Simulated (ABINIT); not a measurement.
# Ta (Im-3m) in ABINIT: notebook, part 2 of 2

ABINIT 10.8.3 (patched build). Earlier steps stand in the parts before.

### Step 5. Equation of state, PBE

Contents of run.abi:

```
# Datasets: one volume each
ndtset 7
getwfk -1
scalecart1 3*0.9795861087
scalecart2 3*0.9864848297
scalecart3 3*0.9932883884
scalecart4 3*1.0000000000
scalecart5 3*1.0066227096
scalecart6 3*1.0131594038
scalecart7 3*1.0196128224

# Pseudopotentials
pp_dirpath "./"
pseudos "Ta.upf"

# Structure
acell 3*1.0 Angstrom
rprim
    -1.6512800000     1.6512800000     1.6512800000
     1.6512800000    -1.6512800000     1.6512800000
     1.6512800000     1.6512800000    -1.6512800000
ntypat 1
znucl 73
natom 1
typat 1
xred
     0.0000000000     0.0000000000     0.0000000000

# Plane-wave basis
ecut 29.0

# k points
kptopt 1
ngkpt 11 11 11
nshiftk 1
shiftk 0.0 0.0 0.0

# Exchange and correlation
ixc 11

# Bands and occupations
nband 11
occopt 3
tsmear 0.00183747

# SCF cycle
nstep 100
tolvrs 1.0e-10

# Output
iomode 3
prtwf 1
prtden 0
prteig 0
prtebands 0
```

Potentials or basis: PseudoDojo NC SR PBE v0.4.1 standard.

Started as:

```console
abinit run.abi > log 2>&1
```

run.abo:

```text
.Version 10.8.3 of ABINIT
 DATASET    1 : space group Im -3 m (#229); Bravais cI (body-center cubic)
================================================================================
 Values of the parameters that define the memory need for DATASET  1.
     intxc =       0    ionmov =       0      iscf =       7    lmnmax =       8
     lnmax =       8     mgfft =      27  mpssoang =       4    mqgrid =    3001
     natom =       1  nloc_mem =       1    nspden =       1   nspinor =       1
    nsppol =       1      nsym =      48    n1xccc =    2501    ntypat =       1
    occopt =       3   xclevel =       2
       mpw =         875          nfft =       19683          nkpt =          56
================================================================================
================================================================================
[... 61 lines left out ...]
 DATASET    7 : space group Im -3 m (#229); Bravais cI (body-center cubic)
================================================================================
 Values of the parameters that define the memory need for DATASET  7.
     intxc =       0    ionmov =       0      iscf =       7    lmnmax =       8
     lnmax =       8     mgfft =      30  mpssoang =       4    mqgrid =    3001
     natom =       1  nloc_mem =       1    nspden =       1   nspinor =       1
    nsppol =       1      nsym =      48    n1xccc =    2501    ntypat =       1
    occopt =       3   xclevel =       2
       mpw =         970          nfft =       27000          nkpt =          56
================================================================================
================================================================================

--------------------------------------------------------------------------------
------------- Echo of variables that govern the present computation ------------
--------------------------------------------------------------------------------
 -outvars: echo values of preprocessed input variables --------
            acell      1.8897261259E+00  1.8897261259E+00  1.8897261259E+00 Bohr
              amu      1.80947900E+02
             ecut      2.90000000E+01 Hartree
           getwfk          -1
                       outvar_i_n : Printing only first  50 k-points.
              ixc          11
[... 97 lines left out ...]

--- Pseudopotential description ------------------------------------------------
- pspini: atom type   1  psp file is ./Ta.upf
12 -101130 3 -1 1450                          pspcod,pspxc,lmax,lloc,mmax
     nproj     2     2     2     2

   2.81919910E+02                                ecore*ucvol(ha*bohr**3)
--------------------------------------------------------------------------------

================================================================================

--- !BeginCycle
iteration_state: {dtset: 1, }
solver: {iscf: 7, nstep: 100, nline: 4, wfoptalg: 0, }
tolerances: {tolvrs: 1.00E-10, }
...
[... 980 lines left out ...]
-Cartesian components of stress tensor (GPa)         [Pressure= -8.0794E+00 GPa]
- sigma(1 1)=  8.07935422E+00  sigma(3 2)=  0.00000000E+00
- sigma(2 2)=  8.07935422E+00  sigma(3 1)=  0.00000000E+00
- sigma(3 3)=  8.07935422E+00  sigma(2 1)=  0.00000000E+00

== END DATASET(S) ==============================================================
================================================================================

 -outvars: echo values of variables after computation  --------
            acell      1.8897261259E+00  1.8897261259E+00  1.8897261259E+00 Bohr
           etotal1    -6.5101500709E+01
           etotal2    -6.5102687582E+01
           etotal3    -6.5103451773E+01
           etotal4    -6.5103837511E+01
           etotal5    -6.5103884095E+01
           etotal6    -6.5103624762E+01
           etotal7    -6.5103088443E+01
            fcart1    -0.0000000000E+00 -0.0000000000E+00 -0.0000000000E+00
            fcart2    -0.0000000000E+00 -0.0000000000E+00 -0.0000000000E+00
            fcart3    -0.0000000000E+00 -0.0000000000E+00 -0.0000000000E+00
            fcart4    -0.0000000000E+00 -0.0000000000E+00 -0.0000000000E+00
            fcart5    -0.0000000000E+00 -0.0000000000E+00 -0.0000000000E+00
            fcart6    -0.0000000000E+00 -0.0000000000E+00 -0.0000000000E+00
            fcart7    -0.0000000000E+00 -0.0000000000E+00 -0.0000000000E+00
            rprim1    -1.6175709496E+00  1.6175709496E+00  1.6175709496E+00
                       1.6175709496E+00 -1.6175709496E+00  1.6175709496E+00
                       1.6175709496E+00  1.6175709496E+00 -1.6175709496E+00
[... 17 lines left out ...]
                       1.6836662614E+00  1.6836662614E+00 -1.6836662614E+00
           strten1    -5.8120576769E-04 -5.8120576769E-04 -5.8120576769E-04
                       0.0000000000E+00  0.0000000000E+00  0.0000000000E+00
           strten2    -3.9757028202E-04 -3.9757028202E-04 -3.9757028202E-04
                       0.0000000000E+00  0.0000000000E+00  0.0000000000E+00
           strten3    -2.3314841664E-04 -2.3314841664E-04 -2.3314841664E-04
                       0.0000000000E+00  0.0000000000E+00  0.0000000000E+00
           strten4    -8.5907056174E-05 -8.5907056174E-05 -8.5907056174E-05
                       0.0000000000E+00  0.0000000000E+00  0.0000000000E+00
           strten5     4.6409655615E-05  4.6409655615E-05  4.6409655615E-05
                       0.0000000000E+00  0.0000000000E+00  0.0000000000E+00
           strten6     1.6599626001E-04  1.6599626001E-04  1.6599626001E-04
                       0.0000000000E+00  0.0000000000E+00  0.0000000000E+00
           strten7     2.7461166834E-04  2.7461166834E-04  2.7461166834E-04
                       0.0000000000E+00  0.0000000000E+00  0.0000000000E+00
 Calculation completed.
```

Wall time 93 s (1 thread of Intel Xeon at 2.70GHz, shared host); peak memory 0.11 GiB.

Results:

| Quantity | Value |
| --- | --- |
| Equilibrium volume | 18.24 Å³/atom |
| Bulk modulus | 195 GPa |
| Pressure derivative of the bulk modulus | 4.4 |

Energy against volume, from the lowest point:
```
volume (Å³/atom)  energy (meV/atom)
          16.930              64.86
          17.290              32.56
          17.650              11.76
          18.010               1.27
          18.371               0.00
          18.731               7.06
          19.091              21.65
```

Caveat: pressures at fixed basis lie under the slope of the energies.

### Step 6. Overview

```csv
task,level,potentials or basis,cutoff (eV),fine-grid cutoff,dispersion computed by,gap on the mesh (eV),pressure (GPa),V0 of scaled cells (Å³/atom),B0 (GPa)
band structure,SOGGA,JTH PAW PBE v2.0,517,1034.03 eV,-,none,-5.3,-,-
equation of state,PBE+D4,JTH PAW PBE v2.0,517,1034.03 eV,dftd4 4.3.1,-,-,18.00,201
band structure,HCTH407,JTH PAW PBE v2.0,517,1034.03 eV,-,none,-4.3,-,-
equation of state,PBE,PseudoDojo NC SR PBE v0.4.1 standard,789,-,-,-,-,18.24,195
```

Alike in all rows: no spin polarisation; cell as given; k mesh 11 × 11 × 11; smearing fermi-dirac 0.05 eV.

Caveats: the PAW data sets were made with another functional, which shifts forces and pressure a little (some runs); spin-orbit coupling is left out, which moves the levels of the heavy elements (some runs); pressures at fixed basis lie under the slope of the energies (some runs).

Absolute energies hang on the potentials; compare differences alone.

### Step 7. How close it comes

Step 3. A measured bulk modulus of Ta is 194 GPa (quoted in “Pressure effects on the electronic structure and superconductivity of (TaNb)0.67(HfZrTi)0.33 high entropy alloy”, 2019, arxiv:1910.08312); the calculated 201 GPa misses it by +3.8 %. The fit is for a static lattice scaled at fixed shape and fixed fractional positions.

Step 5. Against the measured bulk modulus of Ta, 194 GPa (quoted in “Pressure effects on the electronic structure and superconductivity of (TaNb)0.67(HfZrTi)0.33 high entropy alloy”, 2019, arxiv:1910.08312), the calculated 195 GPa is off by +0.4 %. The fit is for a static lattice scaled at fixed shape and fixed fractional positions.
